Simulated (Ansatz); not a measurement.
# AlCu: the cost of one run

Method: DFT r2SCAN, scalar-relativistic, plane waves, PAW, in Ansatz 0.2.0.

## (1) The structure to begin with

It takes space group Pm-3m (No. 221, cubic). Conventional cell: a = 2.998 Å, b = 2.998 Å, c = 2.998 Å, α = 90.00°, β = 90.00°, γ = 90.00°. Al (site symmetry m-3m) has 8 Cu at 2.60 Å in its first shell of neighbours. Around Cu (site symmetry m-3m) lie 8 Al at 2.60 Å.

Coordinates:

```xyz
2
Lattice="2.9975 0.0000 0.0000 0.0000 2.9975 0.0000 0.0000 0.0000 2.9975" Properties=species:S:1:pos:R:3 pbc="T T T"
Al    0.0000    0.0000    0.0000
Cu    1.4988    1.4988    1.4988
```

It goes back to an entry of the Materials Project, which need not be the stable form.

The cell is taken as given, not relaxed at this level.

## (2) The reference cell

The reference gives a free energy of -7171.9725 eV, pressure -4.90 GPa, largest force 0.000 eV/Å and gap on the mesh none (metal). It was computed beforehand with the settings of the runs below.

## (3) Setting up biaxial against axial strain

The cell is strained by p along both x and y and by q along z, with fractional coordinates fixed.

## (4) p = -0.050, q = -0.050

input.yaml reads:

```yaml
crystal:
  lattice:
    - [2.84763355, 0.0, 0.0]
    - [0.0, 2.84763355, 0.0]
    - [0.0, 0.0, 2.84763355]
  atoms:
    - { symbol: Al, position: [0.0, 0.0, 0.0] }
    - { symbol: Cu, position: [0.5, 0.5, 0.5] }
basis:
  ecutwfc: 500
kpoints:
  mp_grid: { grid: [16, 16, 16] }
hamiltonian:
  xc: r2scan
scf:
  occupations: { method: gaussian, width: 0.15 }
output:
  forces: true
  stress: true
  eigenvalues: true
```

The run is started by

```bash
> ansatz run input.yaml --threads 1 --pin off --max-ram 2560MiB --backend cpu --events-out ev --progress --plain --runs-dir out
```

What time and memory should one allow on 1 thread of Intel Xeon at 2.70GHz, shared host?

About 6.5 s, with a peak of 0.44 GiB.
